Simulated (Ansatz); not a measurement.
## Relaxation of BaTe

Computed with DFT PBE, scalar-relativistic, plane waves, PAW in Ansatz 0.2.0. (420 eV cutoff, 6×6×4 k-mesh, Gaussian smearing of 0.02 eV, no spin polarisation)

What was changed: biaxial strain in the a-b plane, c and atoms relaxed: -1.5 %.

Command:

```bash
ansatz run input.yaml --threads 1 --pin off --max-ram 1331MiB --backend cpu --events-out ev --progress --plain --runs-dir out
```

Input:

```yaml
crystal:
  lattice:
    - [3.4802895409, 3.4802895409, 0.0]
    - [-3.4802895409, 3.4802895409, 0.0]
    - [0.0, 0.0, 7.1301769477]
  atoms:
    - { symbol: Ba, position: [0.0, 0.0, 0.0] }
    - { symbol: Ba, position: [0.5, 0.5, 0.5] }
    - { symbol: Te, position: [0.5, 0.5, 0.0] }
    - { symbol: Te, position: [0.0, 0.0, 0.5] }
basis:
  ecutwfc: 420
kpoints:
  mp_grid: { grid: [6, 6, 4] }
hamiltonian:
  xc: pbe
scf:
  occupations: { method: gaussian, width: 0.02 }
output:
  forces: true
  stress: true
  eigenvalues: true
relax:
  adjacent_minimum: "off"
  f_tol: 0.008
  max_steps: 40
  cell: { stress_tol: 0.015, fix: [a, b, gamma] }
```

F is the free energy. Steps run on the plane waves of an earlier cell, but the last one, and at times one on the way, on a freshly chosen basis, so a repeated geometry can differ a little in energy. The held parts of the cell keep their stress, so P needn't end at zero.

Steps:

```csv
step,F − F(1) (eV),largest force component (eV/Å),V (Å³/atom),P (GPa)
1,0.0000,0.000,43.182,0.66
2,-0.0008,0.000,43.020,0.77
3,-0.0009,0.000,42.967,0.80
4,-0.0008,0.000,42.967,0.80
```

Relaxed structure:

```xyz
4
Lattice="3.4803 3.4803 0.0000 -3.4803 3.4803 0.0000 0.0000 0.0000 7.0947" Properties=species:S:1:pos:R:3 pbc="T T T"
Ba    0.0000    0.0000    0.0000
Ba    0.0000    3.4803    3.5474
Te    0.0000    3.4803    0.0000
Te    0.0000    0.0000    3.5474
```

The structure is tetragonal, space group I4/mmm (No. 139). Conventional cell: a = 4.922 Å, b = 4.922 Å, c = 7.095 Å, α = 90.00°, β = 90.00°, γ = 90.00°. Ba (site symmetry 4/mmm) has 6 Te at 3.48 to 3.55 Å as nearest neighbours. Te (site symmetry 4/mmm) has 6 Ba at 3.48 to 3.55 Å as nearest neighbours.

The run converged. The run took about 80 core-seconds.